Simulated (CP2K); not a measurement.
Runs of CP2K 2026.2 on BaTiO3. The typed cell holds 10 atoms: a = 3.803 Å, b = 4.131 Å, c = 7.975 Å, α = 89.10°, β = 88.33°, γ = 89.36°. 

```tsv
level	cutoff of the non-local correlation (Ry)	gap on the mesh (eV)	pressure (GPa)	largest force (eV/Å)
rev-vdW-DF2	300	0.65	39.7	(a)
r2SCAN	-	0.81	39.8	29.14
PBEsol	-	0.65	36.2	28.20
vdW-DF2	300	0.62	(b)	28.84
LDA	-	(c)	(d)	28.31
```

Alike in all rows: task atomic charges; potentials or basis POTENTIAL_UZH Ba GTH-PBE-q10, Ti GTH-PBE-q12, O GTH-PBE-q6; DZVP-MOLOPT-PBE-GTH basis; no spin polarisation; cell all atoms moved at random; k mesh 6 × 5 × 3; smearing fermi-dirac 0.05 eV.

**Question.** Fill in the values left out.

**Answer.** (a) 28.41; (b) 51.3; (c) 0.64; (d) 32.7.

Caveats: the potentials were made for another functional, which shifts forces and pressure; spin-orbit coupling is left out, which moves the levels of the heavy elements; an odd mesh through Γ misses points on the zone boundary, where band edges often lie; the basis of atomic orbitals isn't converged, which shifts pressures, moduli and gaps.

A k mesh can miss the band edges, and the runs leave out spin-orbit coupling on Ba.
